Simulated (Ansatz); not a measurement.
The cell was built from the wurtzite type and relaxed in the same program, and has space group P6_3/mmc; it needn't be a known or the stable phase. The relaxation left the symmetry of that type.

Input and log of a run on RbBr: DFT, PBE, all-electron LAPW, scalar-relativistic (Ansatz 0.2.0).

Command: `ansatz run input.yaml --threads 1 --pin off --max-ram 3072MiB --backend cpu --events-out ev --progress --plain --runs-dir out` The run took 45 s on 1 thread of Intel(R) Xeon(R) 6975P-C (Granite Rapids), with other jobs on the host, peak memory 0.59 GiB.

```yaml
crystal:
  lattice:
    - [5.942083449, 0.0, 0.0]
    - [-2.9710417246, 5.1459952183, 0.0]
    - [0.0, 0.0, 6.9565076358]
  atoms:
    - { symbol: Rb, position: [0.3333333333, 0.6666666667, -0.0619962559] }
    - { symbol: Rb, position: [0.6666666667, 0.3333333333, 0.4380037441] }
    - { symbol: Br, position: [0.3333333333, 0.6666666667, 0.4379962559] }
    - { symbol: Br, position: [0.6666666667, 0.3333333333, 0.9379962559] }
kpoints:
  mp_grid: { grid: [10, 10, 6] }
  band_path:
    path:
      - [0.0, 0.0, 0.0]
      - [0.5, 0.0, 0.0]
      - [0.3333333333, 0.3333333333, 0.0]
      - [0.0, 0.0, 0.0]
      - [0.0, 0.0, 0.5]
      - [0.5, 0.0, 0.5]
      - [0.3333333333, 0.3333333333, 0.5]
      - [0.0, 0.0, 0.5]
      - [0.5, 0.0, 0.5]
    npoints: 14
scf:
  occupations: { method: fermi_dirac, width: 0.05 }
hamiltonian:
  xc: pbe
  pseudopotentials: { kind: all_electron, lapw: { basis_error: 0.001 } }
output:
  forces: true
  stress: true
  eigenvalues: true
  populations: true
  dos: { projected: true, de: 0.2, e_range: [-14, 8] }
```

The log:

```
Warning: the atoms were moved onto the symmetric positions of the space group found under crystal.symmetry.tolerance 1.0e-5 (fractional; no operation is sought that the atoms, as they stand in a round, miss by more than twice it, and no atom is moved by as much as it), and the run uses the moved positions. Before a round's move an operation carried an atom to 5.21e-5 Å from where it should land, the largest such distance. Atom 0 (counting from 0) moved farthest, by 2.60e-5 Å; the longest move in fractions of the cell, of whichever atom, is 0.37 of the tolerance, in 1 round. To run the atoms as typed, lower crystal.symmetry.tolerance until the operations that they miss are no longer found, or set crystal.symmetry.detect: false (a key that needs symmetry detection or time reversal refuses this as the deck is read). The positions used, in the order of the run's atom list: position: [0.3333333333333333, 0.6666666666666666, -0.06199999999999997]; position: [0.6666666666666666, 0.3333333333333333, 0.438]; position: [0.3333333333333333, 0.6666666666666666, 0.438]; position: [0.6666666666666666, 0.3333333333333333, 0.9380000000000001]; The lattice was moved too: crystal.lattice keeps the space group found at crystal.symmetry.tolerance 1.0e-5 only nearly: the operation that it misses by the most changes a squared length by the fraction 3.93e-11. The run uses the lattice that is a stretch of the typed one, with no rotation, onto the one that keeps every operation to a double's rounding (on a very oblique basis the stretch itself rounds by more); the deck's lattice vector that moved farthest moved by 6.70e-11 Å. To run the lattice as typed, set crystal.symmetry.detect: false, as for the atoms. crystal.lattice made exact, in Å and degrees: [[5.942083449034032, 5.773510284672236e-11, 0.0], [-2.971041724567016, 5.14599521824166, 0.0], [0.0, 0.0, 6.9565076358]]. Pasted over the deck's crystal.lattice, beside positions in fractional coordinates, it runs the same cell (given as lengths and angles, that cell in the form's own orientation, a rigid turn of the misfit's size from the one run here, for which a checkpoint.post_process_only pass over this run's state can be refused: where this run relaxes nothing, give such a pass this deck's own crystal.lattice, as typed; behind a relaxation, as crystal.lattice, the state's own cell, identity.cell in its checkpoint.json), and a matrix so pasted ends this notice, except on a very skew basis of the lattice, where the rounding of the pasted numbers themselves can read as a misfit: the cell is then moved again, and that move is told again. The lattice as run is in this notice's lattice.as_run_ang field (Run.prep()["deck_notices"] in Python, the deck_notice line of an events file, deck_notices of ansatz run --dry-run=json, or deck_notices in record.json in the deck's checkpoint.write directory).
Rb: projections on atomic orbitals take those of the free atom 1s2 2s2 2p6 3s2 3p6 3d10 4s2 4p6 5s1, of charge +0.00 (hamiltonian.pseudopotentials.projection_atoms)
Br: projections on atomic orbitals take those of the free atom 1s2 2s2 2p6 3s2 3p6 3d10 4s2 4p5, of charge +0.00 (hamiltonian.pseudopotentials.projection_atoms)
LAPW: plane waves up to 5.580 Å⁻¹, error target 1.0e-3 eV per atom; small_component_spin mean_spin; Br in spheres of 1.698 Å, 23 of its electrons in bands, Dirac shells []; Rb in spheres of 1.733 Å, 25 of its electrons in bands, Dirac shells []
Engine: ansatz 0.2.0
Pseudopotentials: kind: all_electron
Pseudopotential: Rb, LAPW, valence charge 25, Koelling and Harmon's equation, gaussian nucleus
Pseudopotential: Br, LAPW, valence charge 23, Koelling and Harmon's equation, gaussian nucleus
Functional definition: PBE
  parameter kappa = 0.804
  parameter beta = 0.06672455060314922
  exchange = pbe_x(kappa = kappa, mu = beta*pi^2/3)
  correlation = pbe_c(beta = beta)
Crystal: 4 atoms, lattice volume = 212.716 Å³
Basis set: ecut = 118.61989453885657 eV, 613 PW (Γ), exchange–correlation at level 2
Bands: 58, of which v1, the nominal top of the filled ones, is band 48 counted from 1 (47 counted from 0)
Symmetry: 24 space group operations
Space group: P63/mmc (ITA 194), of the structure as read, at distance tolerance 6.0e-5 Å
k-points: 56 of 600
Non-local potential: Rb, projectors of the file, none
Non-local potential: Br, projectors of the file, none
Initial density: superposition of atomic densities (chi_scale 0.1, normalization cell, long waves kept (reshape's long-wave potential 0.00 eV rms))
Initial wavefunctions: plane waves of lowest kinetic energy (no species holds an atomic orbital)
Functional: x = pbe(κ = 0.804, μ = 0.2195149727645171), c = pbe(β = 0.06672455060314922)
iter 1 solved again at ethr=1.36e-3 eV; its pass at ethr=1.00e-1 eV (dr2=1.31e0 eV) is discarded
SCF iter   1: F=—  HF=-304103.127778 eV  |F-HF|=—  |Δ(HF+E_count)|=         —  Δρ=1.33e-2  dr2=1.31e0  ethr=1.36e-3  ⟨swp⟩=2.0  Hψ=19040  notcnv=0
preconditioner: auto → Resta (q_TF=auto, 2.389 Å⁻¹)  ε∞=2.0  [insulator: Δε(μ)=4.929 eV  Ē_g=13.498 eV  σ=0.050 eV  W_gap=1.00  n_scr=52 (ndim 8)  ℏωp=13.5 eV  f_vac=0.406  D(μ)=0.00/eV (n_scr^D=0)  ε∞_Penn≈2.0]
SCF iter   2: F=—  HF=-304102.410216 eV  |F-HF|=—  |Δ(HF+E_count)|=   7.18e-1  Δρ=5.83e-3  dr2=2.92e-1  ethr=1.36e-3  ⟨swp⟩=3.0  Hψ=10310  notcnv=0
SCF iter   3: F=—  HF=-304102.416470 eV  |F-HF|=—  |Δ(HF+E_count)|=   6.25e-3  Δρ=3.17e-3  dr2=9.08e-2  ethr=3.04e-4  ⟨swp⟩=2.0  Hψ=10415  notcnv=0  defer=1
iter 4 solved again at ethr=3.30e-6 eV; its pass at ethr=9.46e-5 eV (dr2=3.17e-3 eV) is discarded
SCF iter   4: F=—  HF=-304102.447524 eV  |F-HF|=—  |Δ(HF+E_count)|=   3.11e-2  Δρ=6.17e-4  dr2=3.16e-3  ethr=3.30e-6  ⟨swp⟩=2.0  Hψ=16658  notcnv=0
SCF iter   5: F=—  HF=-304102.450025 eV  |F-HF|=—  |Δ(HF+E_count)|=   2.50e-3  Δρ=2.16e-4  dr2=2.41e-4  ethr=3.29e-6  ⟨swp⟩=3.0  Hψ=10619  notcnv=0
SCF iter   6: F=—  HF=-304102.450807 eV  |F-HF|=—  |Δ(HF+E_count)|=   7.82e-4  Δρ=4.44e-5  dr2=1.44e-5  ethr=2.51e-7  ⟨swp⟩=3.0  Hψ=10370  notcnv=0
SCF iter   7: F=—  HF=-304102.450796 eV  |F-HF|=—  |Δ(HF+E_count)|=   1.07e-5  Δρ=9.23e-6  dr2=7.16e-7  ethr=1.50e-8  ⟨swp⟩=3.0  Hψ=10209  notcnv=0
SCF iter   8: F=-304102.450794 eV  HF=-304102.450794 eV  |F-HF|=1.01e-7  |Δ(HF+E_count)|=   2.37e-6  Δρ=2.93e-6  dr2=3.11e-8  ethr=7.46e-10  ⟨swp⟩=3.0  Hψ=10214  notcnv=0
SCF 1 converged in 8 iterations: F = -304102.450794 eV  dr2 = 3.11e-8
NSCF: frozen V_eff on 113 k-points
SCF converged after 8 iterations
Free energy (F): -304102.450794 eV
Harris-Foulkes:  -304102.450794 eV  (|F-HF|=1.01e-7)
Internal energy: -304102.450794 eV  (E = F + TS)
E sigma→0 (E₀):  -304102.450794 eV
Fermi energy:    2.776778 eV
--- Per-component energies (eV) ---
  E_band       = -7872.873921
  E_kinetic    = 312227.691637
  E_xc         = -10514.184912
  E_electrostatic = -605815.957519  (all electrons and nuclei)
  E_smearing   = -0.000000  (= −TS)
  E_closure    = 0.000000  (closes the sum)
  E_atoms      = -304090.455373  (free atoms, spherical and without spin; not in F)
  Σ components = -304102.450794   (vs F -304102.450794, Δ=0.00e0)
  Basis errors (estimates in eV, not in F): energy 4.7e-4 per atom: plane waves 4.2e-4 (2.4e-4 summed), levels above the bands 2.2e-61, relativity 3.9e-8, radial functions 4.4e-5, core shells 1.3e-6; eigenvalues (radial functions only) 3.3e-6; not estimated: angular momenta, meshes, grids; target (lapw.basis_error) 1.0e-3; muffin-tin radii Br 1.698 Å, Rb 1.733 Å
--- Forces (eV/Å), atoms counted from 1 ---
  atom   1  Rb    -0.00000000    -0.00000000     0.00000000
  atom   2  Rb     0.00000000     0.00000000     0.00000000
  atom   3  Br    -0.00000000     0.00000000     0.00000000
  atom   4  Br     0.00000000    -0.00000000     0.00000000
  max |Σ_I F_I| component: 1.45e-19 eV/Å
--- Stress (GPa, compression-positive) ---
       -0.004282       0.000000       0.000000
        0.000000      -0.004282       0.000000
        0.000000       0.000000      -0.016965
  P = ⅓ Tr σ = -0.0085 GPa (-0.085 kbar)
--- Band table (eV; the first three rows and the last of 56) ---
  k-point 0: bands = ["-216.8444", "-216.8444", "-216.8444", "-216.8444", "-216.8412", "-216.8412", "-164.0559", "-164.0559", "-164.0545", "-164.0545", "-164.0545", "-164.0545", "-96.0095", "-96.0095", "-96.0095", "-96.0095", "-96.0075", "-96.0075", "-96.0075", "-96.0075", "-96.0061", "-96.0061", "-57.3517", "-57.3517", "-57.3505", "-57.3505", "-57.3505", "-57.3505", "-57.3498", "-57.3498", "-57.3498", "-57.3498", "-24.0118", "-24.0040", "-11.4152", "-11.3765", "-8.1941", "-8.1555", "-8.1555", "-8.1082", "-8.1082", "-8.0720", "0.2976", "0.3365", "0.3365", "0.4314", "0.4314", "0.6749", "4.6976", "7.4146", "7.7569", "7.7569", "8.5145", "8.6398", "8.6398", "8.9774", "9.5243", "9.5243"]
  k-point 1: bands = ["-216.8444", "-216.8444", "-216.8444", "-216.8444", "-216.8412", "-216.8412", "-164.0559", "-164.0559", "-164.0545", "-164.0545", "-164.0545", "-164.0545", "-96.0095", "-96.0095", "-96.0095", "-96.0095", "-96.0075", "-96.0075", "-96.0075", "-96.0075", "-96.0061", "-96.0061", "-57.3517", "-57.3517", "-57.3505", "-57.3505", "-57.3505", "-57.3505", "-57.3498", "-57.3498", "-57.3498", "-57.3498", "-24.0112", "-24.0045", "-11.4188", "-11.3856", "-8.1672", "-8.1522", "-8.1522", "-8.1113", "-8.1113", "-8.0615", "0.2476", "0.3388", "0.3388", "0.4206", "0.4206", "0.5565", "4.8691", "7.0729", "7.9107", "7.9107", "8.6859", "8.6859", "8.7751", "9.3006", "9.4296", "9.4296"]
  k-point 2: bands = ["-216.8444", "-216.8444", "-216.8444", "-216.8444", "-216.8412", "-216.8412", "-164.0559", "-164.0559", "-164.0545", "-164.0545", "-164.0545", "-164.0545", "-96.0095", "-96.0095", "-96.0095", "-96.0095", "-96.0075", "-96.0075", "-96.0075", "-96.0075", "-96.0061", "-96.0061", "-57.3517", "-57.3517", "-57.3505", "-57.3505", "-57.3505", "-57.3505", "-57.3498", "-57.3498", "-57.3498", "-57.3498", "-24.0098", "-24.0059", "-11.4241", "-11.4053", "-8.1434", "-8.1434", "-8.1198", "-8.1198", "-8.1073", "-8.0463", "0.1633", "0.3243", "0.3479", "0.3479", "0.3946", "0.3946", "5.2889", "6.4488", "8.3494", "8.3494", "8.8200", "8.8200", "9.2212", "9.2212", "9.4639", "9.8037"]
  k-point 55: bands = ["-216.8444", "-216.8444", "-216.8444", "-216.8444", "-216.8412", "-216.8412", "-164.0559", "-164.0559", "-164.0545", "-164.0545", "-164.0545", "-164.0545", "-96.0095", "-96.0095", "-96.0095", "-96.0095", "-96.0075", "-96.0075", "-96.0075", "-96.0075", "-96.0061", "-96.0061", "-57.3517", "-57.3517", "-57.3505", "-57.3505", "-57.3505", "-57.3505", "-57.3498", "-57.3498", "-57.3498", "-57.3498", "-24.0072", "-24.0072", "-11.4562", "-11.4562", "-8.1485", "-8.1485", "-8.0764", "-8.0764", "-8.0360", "-8.0360", "-0.0180", "-0.0180", "0.4266", "0.4266", "0.4447", "0.4447", "6.6944", "6.6944", "8.0966", "8.0966", "8.5584", "8.5584", "8.6632", "8.6632", "9.7206", "9.7206"]
--- Löwdin populations: 4 sites ---
  site symbol       q [e]
     0     Rb     36.2202
     1     Rb     36.2202
     2     Br     35.7267
     3     Br     35.7267
  spilling = 0.000737 (of n_electrons = 144.000000)
```
